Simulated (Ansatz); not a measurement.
Crystal: MoS2.

```
Mo S
1.0
     1.58000    0.91221    6.15000
    -1.58000    0.91221    6.15000
     0.00000   -1.82443    6.15000
Mo S
1 2
Direct
  0.00000 0.00000 0.00000
  0.41700 0.41700 0.41700
  0.25000 0.25000 0.25000
```

Measurements of this composition are mostly on another form, of space group No. 194.

```yaml
Program: Ansatz 0.2.0
Task: relaxation of cell and atoms
Functional: r2SCAN
Potentials_or_basis: Ansatz PAW
Cutoff: "500 eV (not typed: the program's choice for these potentials)"
k_mesh: 10 × 10 × 10
Occupations: fermi-dirac, width 0.05 eV
Spin: no spin polarisation
```

At the start: volume 17.73 Å³/atom.

**Question.** Where does the relaxation end?

**Answer.** It ends after 7 steps and the volume is 19.02 Å³/atom (+7.3 %); space group R3m (No. 160, to 0.05 Å).

The path:
| step | energy change (eV) | largest force (eV/Å) | volume (Å³) |
| --- | --- | --- | --- |
| 1 | 0.0000 | 0.3627 | 53.18 |
| 2 | -0.0142 | 0.2300 | 57.43 |
| 3 | -0.0265 | 0.0434 | 56.55 |
| 4 | -0.0271 | 0.0018 | 56.70 |
| 5 | -0.0272 | 0.0061 | 56.92 |
| 6 | -0.0272 | 0.0026 | 57.07 |
| 7 | -0.0281 | 0.0026 | 57.07 |

Final structure:
```xyz
3
Lattice="1.5925 0.9194 6.4957 -1.5925 0.9194 6.4957 0.0000 -1.8389 6.4957" Properties=species:S:1:pos:R:3 pbc="T T T"
Mo    0.0000    0.0000    0.0021
S     0.0000    0.0000    8.0503
S     0.0000    0.0000    4.9455
```

Caveat: the plane-wave basis is chosen anew once the cell has moved, so the energies of steps on either side of that aren't comparable; the PAW data sets come from PBE, with cores solved anew for the run's functional, which leaves a small shift of forces and pressure.
